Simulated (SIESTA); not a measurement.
# TiC under changes of volume

One of the cells (10.158 Å³/atom); the others are scaled copies at fixed shape and fractional positions:

```
Ti C
1.0
     0.00000    2.16572    2.16572
     2.16572    0.00000    2.16572
     2.16572    2.16572    0.00000
Ti C
1 1
Direct
  0.00000 0.00000 0.00000
  0.50000 0.50000 0.50000
```

The cell is a database's computed one.

```yaml
Program: SIESTA 5.4.2
Functional: LDA
Potentials_or_basis: PseudoDojo 0.4 standard (LDA files)
Basis: DZP (energy shift 0.003 Ry; two zetas on semicore shells)
Grid_cutoff: 800 Ry
Energy_shift: 0.003 Ry
k_mesh: 11 × 11 × 11
Occupations: fermi-dirac, width 0.05 eV
Spin: no spin polarisation
```

| volume (Å³/atom) | energy over the lowest point (meV/atom) | pressure (GPa) |
| --- | --- | --- |
| 9.548 | ? | ? |
| 9.752 | 0.00 | -0.5 |
| 9.955 | 4.22 | -6.0 |
| 10.158 | 15.13 | -11.1 |
| 10.361 | 32.02 | -15.5 |
| 10.564 | 54.36 | -19.6 |
| 10.767 | 81.60 | -23.3 |

Task: What does the run at 9.548 Å³/atom give?

Result: Energy over the lowest point 3.17 meV/atom; pressure 5.5 GPa.

Worked out: A Birch-Murnaghan fit of order 3 (a polynomial in V^(-2/3)) to the other rows has its minimum at 9.73 Å³/atom, just outside them, with B0 = V·E''(V) = 282 GPa and B' = 3.9. It gives 3.19 meV/atom at 9.548 Å³/atom, against the run's 3.17, and -dE/dV = 5.6 GPa, against 5.5.

Energies are extrapolated to zero smearing.

Caveats: the basis of atomic orbitals isn't converged, which shifts pressures, moduli and gaps.
